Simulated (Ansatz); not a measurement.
# SiNi3 in Ansatz: the effect of target pressure

The system is SiNi3.

```
Ni Si
1.0
     1.29280    0.74640    7.66199
    -1.29280    0.74640    7.66199
     0.00000   -1.49280    7.66199
Ni Si
3 1
Cartesian
  0.0000 0.0000 5.8553
  0.0000 0.0000 11.4930
  0.0000 0.0000 17.1307
  0.0000 0.0000 0.0000
```

The cell comes from a database or a generator and needn't be the stable form of this composition.

Alike in all runs:

| Property | Result |
| --- | --- |
| Program | Ansatz 0.2.0 |
| Task | relaxation of cell and atoms |
| Functional | PBEsol |
| Potentials or basis | all-electron LAPW, scalar-relativistic |
| Basis error allowed | 0.002 eV/atom |
| k mesh | 12 × 12 × 12 |
| Occupations | fermi-dirac, width 0.05 eV |
| Spin | collinear spin, ferromagnetic start |
| Starting moments | [1.0, 1.0, 1.0, 0.0] μB |

Each run relaxes the cell or the atoms first.

```csv
target pressure,relaxed volume (Å³/atom),moment (μB)
0 GPa,10.74,0.38
5 GPa,10.49,0.28
10 GPa,10.27,0.00
20 GPa,9.91,0.00
30 GPa,?,?
```

What does the run with target pressure 30 GPa give?

Relaxed volume 9.60 Å³/atom; moment 0.00 μB.

Worked out: In Murnaghan's law V^(-B') rises as a straight line in P. The other rows fit best with B' = 5.5, V0 = 10.74 Å³/atom and B0 = 198 GPa, which gives 9.62 Å³/atom at 30 GPa, against the run's 9.60. The moment follows no smooth curve through the other rows.

Caveats: the starting moments weren't kept (some runs).
